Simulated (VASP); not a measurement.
Wanted: the native input for a VASP 6.6.1 run.

| Quantity | Value |
| --- | --- |
| Task | single point |
| Functional | r2SCAN |
| Potentials or basis | VASP PAW PBE potentials, release 64 (Si, C) |
| Cutoff | 520 eV |
| k mesh | 9 × 9 × 4 |
| Occupations | gaussian, width 0.1 eV |
| Spin | no spin polarisation |
| Dipole correction | no |
| Further INCAR settings | ALGO = Normal; EDIFF = 1e-07; NBANDS = 16 |

The system is SiC.

```
Si C
1.0
     3.13881    0.00000    0.00000
    -1.56940    2.71829    0.00000
     0.00000    0.00000    4.91621
Si C
2 2
Direct
  0.33333 0.66667 0.00000
  0.66667 0.33333 0.50000
  0.33333 0.66667 0.50000
  0.66667 0.33333 0.00000
```

Measurements of this composition are mostly on another form, of space group No. 186.

These files were run (other wordings do the same):

POSCAR

```
SiC
1.0
    3.1388053239      0.0000000000      0.0000000000
   -1.5694026619      2.7182851480      0.0000000000
    0.0000000000      0.0000000000      4.9162076625
Si C
2 2
Direct
    0.3333333333      0.6666666667      0.0000000000
    0.6666666667      0.3333333333      0.5000000000
    0.3333333333      0.6666666667      0.5000000000
    0.6666666667      0.3333333333      1.0000000000
```

INCAR.step1

```
SYSTEM = SiC
ALGO = Normal ; EDIFF = 1E-4
ENCUT = 520 ; GGA = PE
ISMEAR = 0 ; LASPH = .TRUE.
LCHARG = .FALSE. ; LREAL = .FALSE.
LWAVE = .TRUE. ; NBANDS = 16
NELM = 100 ; PREC = Accurate
SIGMA = 0.1
```

INCAR.step2

```
SYSTEM = SiC
ALGO = Normal ; EDIFF = 1E-7
ENCUT = 520 ; ISIF = 2
ISMEAR = 0 ; ISTART = 1
LASPH = .TRUE. ; LCHARG = .FALSE.
LMIXTAU = .TRUE. ; LREAL = .FALSE.
LWAVE = .FALSE. ; METAGGA = R2SCAN
NBANDS = 16 ; NELM = 100
PREC = Accurate ; SIGMA = 0.1
```

KPOINTS

```
k-points
0
G
  9 9 4
  0 0 0
```

Potentials or basis: VASP PAW PBE potentials, release 64 (Si, C).

Run with:

```sh
$ cat potpaw_PBE.64/Si/POTCAR potpaw_PBE.64/C/POTCAR > POTCAR
$ cp INCAR.step1 INCAR
$ mpirun -np 1 vasp_std > vasp.out
$ cp INCAR.step2 INCAR
$ mpirun -np 1 vasp_std > vasp.out
```

It gave:

```json
{
  "Pressure": "-0.2 GPa",
  "Band gap on the k mesh": "0.12 eV, indirect (least direct gap 1.80 eV)"
}
```

Caveat: the PAW data sets were made with another functional, which shifts forces and pressure a little; an odd mesh through Γ misses points on the zone boundary, where band edges often lie.

Run time: 110 s on 1 thread of AMD EPYC 7R43 64-Core Processor (Zen 3), with other jobs on the host, peak memory 0.14 GiB.
